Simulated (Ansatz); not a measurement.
Li, one cell by several methods

```
Li
1.0
     3.05442    0.00000    0.00000
    -1.52721    2.64521    0.00000
     0.00000    0.00000    4.99520
Li
2
Cartesian
  0.0000 1.7635 1.2488
  1.5272 0.8817 3.7464
```

Atoms are numbered in the order listed.

The conventional cell has a = 3.054 Å, b = 3.054 Å, c = 4.995 Å, α = 90.00°, β = 90.00°, γ = 120.00°. Around Li (atom 1) lie 12 Li at 3.05 to 3.06 Å.

The structure comes from a relaxation in the same program, started in the hcp type, and has space group P6_3/mmc. Whether it is a known phase or the ground state wasn't checked.

Methods: DFT, PBE, PAW with Ansatz's default frozen-core files, scalar-relativistic (Ansatz 0.2.0); DFT, PBE, all-electron LAPW, scalar-relativistic (Ansatz 0.2.0).

For PAW: a Γ-centred 16×16×9 k mesh, Fermi–Dirac smearing of 0.05 eV, cutoff 420 eV, no spin polarisation. LAPW targets a basis error of 0.25 meV/atom. The Ansatz runs share mesh, smearing and spin set-up. Plane-wave (PAW) pressures include the program's estimate of the Pulay term.

Stress and pressure are positive in compression.

Levels count from the Fermi level.

PAW results:

```
                      quantity      PAW
                pressure (GPa)     0.02
highest filled level at Γ (eV)   -0.017
  lowest empty level at Γ (eV)    2.917
highest filled level at L (eV)  -46.478
  lowest empty level at L (eV)    0.692
```

(1) What does all-electron LAPW give for the same quantities?

Answers

(1) 
| quantity | LAPW |
| --- | --- |
| pressure (GPa) | 0.03 |
| highest filled level at Γ (eV) | -0.017 |
| lowest empty level at Γ (eV) | 2.917 |
| highest filled level at L (eV) | -46.476 |
| lowest empty level at L (eV) | 0.691 |
